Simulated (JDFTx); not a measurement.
The system is Be.

```xyz
2
Lattice="2.2853 0.0000 0.0000 -1.1426 1.9791 0.0000 0.0000 0.0000 3.5842" Properties=species:S:1:pos:R:3 pbc="T T T"
Be    1.1427    0.6597    2.6882
Be    0.0000    1.3194    0.8961
```

- Program: JDFTx 1.7.0 (patched build)
- Task: relaxation of cell and atoms
- Functional: PBE
- Dispersion: D2
- Potentials or basis: PseudoDojo-SR-PBE-0.5-standard with smoothed tails
- Cutoff: 1197 eV
- Density cutoff: 9578 eV
- k mesh: 13 × 13 × 8
- Occupations: fermi-dirac, width 0.05 eV
- Spin: no spin polarisation

At the start: pressure -5.6 GPa; volume 8.11 Å³/atom.

Task: How do energy, volume and symmetry change on relaxing?

Result: Over 6 steps the energy falls by 6.8 meV/atom and the volume is 7.73 Å³/atom (-4.7 %); space group P6_3/mmc (No. 194, to 0.05 Å).

Step by step:
| step | energy change (eV) | largest force (eV/Å) | pressure (GPa) | volume (Å³) |
| --- | --- | --- | --- | --- |
| 1 | 0.0000 | 0.0000 | -5.55 | 16.21 |
| 2 | -0.0042 | 0.0000 | -4.67 | 16.08 |
| 3 | -0.0136 | 0.0000 | -0.09 | 15.47 |
| 4 | -0.0136 | 0.0000 | -0.03 | 15.46 |
| 5 | -0.0136 | 0.0000 | 0.00 | 15.45 |
| 6 | -0.0136 | 0.0000 | 0.00 | 15.45 |

Final structure:
```xyz
2
Lattice="2.2501 0.0000 0.0000 -1.1250 1.9486 0.0000 0.0000 0.0000 3.5246" Properties=species:S:1:pos:R:3 pbc="T T T"
Be    1.1250    0.6495    2.6435
Be    0.0000    1.2991    0.8812
```

Caveat: pairwise dispersion overbinds metals, which lowers pressure and volume.
